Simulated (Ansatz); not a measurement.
**Band table of As (beta tin type)**

```
CELL_PARAMETERS angstrom
-1.96511 1.96511 1.05111
1.96511 -1.96511 1.05111
1.96511 1.96511 -1.05111
ATOMIC_POSITIONS crystal
As 0.62500 0.87500 0.75000
As 0.37500 0.12500 0.25000
```

The cell comes from a relaxation on PAW files under the same functional, begun from a prototype that needn't be the stable phase.

All numbers are PBE results (scalar-relativistic) from Ansatz 0.2.0, with a Γ-centred 17×17×17 k mesh, Fermi–Dirac smearing of 0.1 eV, no spin polarisation. Methods: LAPW: all electrons, basis error target 1 meV/atom.

This run: volume at 0.4 of the series' base cell.

Path points, in fractions of the reciprocal vectors: Γ (0.000, 0.000, 0.000), X (0.000, 0.000, 0.500), M (-0.500, 0.500, 0.500), Z (0.322, 0.322, -0.322), Z0 (-0.322, 0.678, 0.322), P (0.250, 0.250, 0.250). The distance column jumps between branches of the path. Levels in eV from the Fermi level; bands 19 to 26, counted from the lowest band of the run. The gap is zero, the pressure 486.6 GPa.

```
# k(1/Å) point b19 b20 b21 b22 b23 b24 b25 b26
0.000 Γ -27.66 -9.89 -9.89 -6.36 -2.87 9.66 9.66 10.96
0.283 - -27.35 -12.66 -9.52 -4.92 -0.78 5.99 7.66 12.42
0.565 - -26.41 -16.42 -8.43 -3.79 2.10 4.12 4.58 11.03
0.848 - -24.83 -19.80 -6.67 -2.44 -1.35 1.75 9.72 10.11
1.130 X -22.62 -22.62 -4.29 -4.29 -0.60 -0.60 9.81 9.81
1.413 - -22.29 -22.29 -7.32 -7.32 2.85 2.85 9.20 9.20
1.696 - -21.31 -21.31 -11.18 -11.18 6.89 6.89 9.45 9.45
1.978 - -19.68 -19.68 -14.57 -14.57 6.91 6.91 14.42 14.42
2.261 M -17.64 -17.64 -17.22 -17.22 6.72 6.72 18.37 18.37
2.661 - -21.92 -17.10 -16.56 -11.75 6.95 7.22 12.25 13.34
3.060 - -25.13 -15.44 -14.68 -5.01 3.77 6.11 8.69 9.55
3.460 - -27.03 -12.66 -11.90 -2.38 0.18 2.59 10.36 10.99
3.860 Γ -27.66 -9.89 -9.89 -6.36 -2.87 9.66 9.66 10.96
4.340 - -26.75 -8.95 -8.95 -5.85 -2.12 5.48 6.70 7.44
4.821 - -23.98 -6.61 -6.61 -5.33 -2.44 0.17 0.36 0.36
5.301 - -19.33 -9.30 -8.93 -8.05 -8.05 0.02 0.02 1.78
5.782 Z -13.66 -13.64 -12.89 -12.53 -12.53 5.72 5.72 7.06
7.595 Z0 -13.66 -13.64 -12.89 -12.53 -12.53 5.72 5.72 7.06
7.861 - -15.44 -15.41 -14.51 -14.51 -8.62 9.69 9.69 10.72
8.128 - -16.68 -16.65 -15.99 -15.99 -3.89 14.09 14.09 14.42
8.395 - -17.41 -17.38 -16.91 -16.91 1.25 12.35 18.44 18.44
8.661 M -17.64 -17.64 -17.22 -17.22 6.72 6.72 18.37 18.37
9.792 X -22.62 -22.62 -4.29 -4.29 -0.60 -0.60 9.81 9.81
10.165 - -22.07 -22.07 -3.83 -3.83 -0.33 -0.33 4.47 4.47
10.539 - -20.41 -20.41 -4.13 -4.13 -1.03 -1.03 1.85 1.85
10.913 - -17.66 -17.66 -9.09 -9.09 0.97 0.97 3.61 3.61
11.286 P -14.02 -14.02 -13.68 -13.68 3.29 3.29 5.17 5.17
```
